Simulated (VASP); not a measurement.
Set up this calculation in VASP 6.6.1, as the native input.

| Item | Value |
| --- | --- |
| Task | relaxation of cell and atoms |
| Functional | PBE |
| Potentials or basis | VASP PAW PBE potentials, release 64 (Ni) |
| Cutoff | 520 eV |
| k mesh | 20 × 20 × 20 |
| Occupations | gaussian, width 0.1 eV |
| Spin | no spin polarisation |
| Further INCAR settings | ALGO = Normal; EDIFF = 1e-07; IBRION = 2; EDIFFG = -0.002; NSW = 80; ISIF = 3 |

The structure of Ni lies in POSCAR:

```
Ni
1.0
    0.0000000000      1.7619350000      1.7619350000
    1.7619350000      0.0000000000      1.7619350000
    1.7619350000      1.7619350000      0.0000000000
Ni
1
Direct
    0.0000000000      0.0000000000      0.0000000000
```

These files were run (other wordings do the same):

INCAR

```
ALGO = Normal
EDIFF = 1E-7
EDIFFG = -0.002
ENCUT = 520
GGA = PE
IBRION = 2
ISIF = 3
ISMEAR = 0
LASPH = True
LCHARG = False
LREAL = False
LWAVE = False
NELM = 60
NSW = 80
PREC = Accurate
SIGMA = 0.1
```

KPOINTS

```
k-points
0
Gamma
  20 20 20
```

Potentials or basis: VASP PAW PBE potentials, release 64 (Ni).

Run with:

```bash
$ cat potpaw_PBE.64/Ni/POTCAR > POTCAR
$ mpirun -np 1 vasp_std > vasp.out
```

Results of the run:

| Quantity | Value |
| --- | --- |
| Relaxed volume | 10.82 Å³/atom |
| Relaxed cell | a = 2.483 Å, b = 2.483 Å, c = 2.483 Å, α = 60.00°, β = 60.00°, γ = 60.00° |
| Space group after relaxing (to 0.05 Å) | Fm-3m (No. 225) |
| Energy gained by relaxing | 0.8 meV/atom |
| Ionic steps | 3 |
| Pressure after relaxing | 0.0 GPa |
| Band gap on the k mesh | none (metal or under the smearing width) |

Caveat: the run has no spin polarisation, though such a crystal can be magnetic.

It took 46 s on 1 thread of Intel(R) Xeon(R) Platinum 8259CL CPU @ 2.50GHz (Skylake/Cascade Lake), on a shared host, peak memory 0.15 GiB.
